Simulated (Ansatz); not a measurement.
Elastic constants of SrCl$_{2}$ (Fm-3m) under pressure

```xyz
3
Lattice="0.0000 3.4553 3.4553 3.4553 0.0000 3.4553 3.4553 3.4553 0.0000" Properties=species:S:1:pos:R:3 pbc="T T T"
Sr    0.0000    0.0000    0.0000
Cl    1.7277    1.7277    1.7277
Cl    5.1830    5.1830    5.1830
```

This is the zero-pressure cell. At each pressure cell and atoms are relaxed in this structure, and the constants are slopes of the stress at strains of ±0.005 with relaxed ions (the coefficients that govern stability under load). Level: PBEsol, PAW on Ansatz 0.2.0's default frozen-core files (fitted under PBE), scalar-relativistic; k mesh 6×6×6, strains of ±0.005, fixed occupations, cutoff 420 eV. P is the pressure of the relaxed cell, less that of this one.

```csv
P (GPa),V/V₀,C11 (GPa),C12 (GPa),C44 (GPa)
0.00,1.0000,72.9,20.4,10.1
1.04,0.9745,79.0,24.4,10.8
2.02,0.9533,84.6,28.0,11.4
4.04,0.9163,95.6,35.3,12.2
7.04,?,?,?,?
10.02,0.8377,125.8,55.7,13.2
15.04,0.7913,149.3,71.9,13.2
```

**Question.** Does the bulk modulus from the constants agree with the pressure-volume curve?

**Answer.** A third-order Birch-Murnaghan fit to the volumes shown (F against f, f = [(V₀/V)^(2/3) − 1]/2) gives B₀ = 38.0 GPa and B′ = 4.5. Its −V dP/dV stands beside (C11 + 2C12)/3:

| P (GPa) | from P(V) | from the constants |
| --- | --- | --- |
| 0.00 | 38.0 | 37.9 |
| 1.04 | 42.6 | 42.6 |
| 2.02 | 46.8 | 46.8 |
| 4.04 | 55.3 | 55.4 |
| 10.02 | 79.2 | 79.1 |
| 15.04 | 98.5 | 97.7 |

**Question.** What are the pressure derivatives at zero pressure?

**Answer.** Slopes at V₀ of quadratic fits in −ln(V/V₀) through the first four rows shown, divided by B₀: dC11/dP = 6.0, dC12/dP = 3.8, dC44/dP = 0.8. The mean slopes up to 2.0 GPa are 5.8, 3.8, 0.6; curvature and scatter of the constants part the two. The combination (dC11/dP + 2 dC12/dP)/3 = 4.5 stands against B′.

**Question.** Fill the row at 7.04 GPa.

**Answer.** Cubic fits in −ln(V/V₀) through all rows shown give C11 = 111.2, C12 = 45.7, C44 = 12.9 GPa. Computed: V/V₀ = 0.8725, C11 (GPa) = 111.1, C12 (GPa) = 45.7, C44 (GPa) = 12.9.

**Question.** Does a shear stiffness soften?

**Answer.** C44 goes from 10.1 to 13.2 GPa; (C11 − C12)/2 goes from 26.2 to 38.7 GPa. Neither ends more than 3 % under its start, and the lattice stays mechanically stable over this range.

Known limits: no other phase was computed; many crystals of this kind change structure within this range, and rows or crossings beyond such a change describe a metastable lattice; frozen-core PAW files fitted under PBE, their cores solved anew for the functional of the run; phonons weren't checked at these pressures.
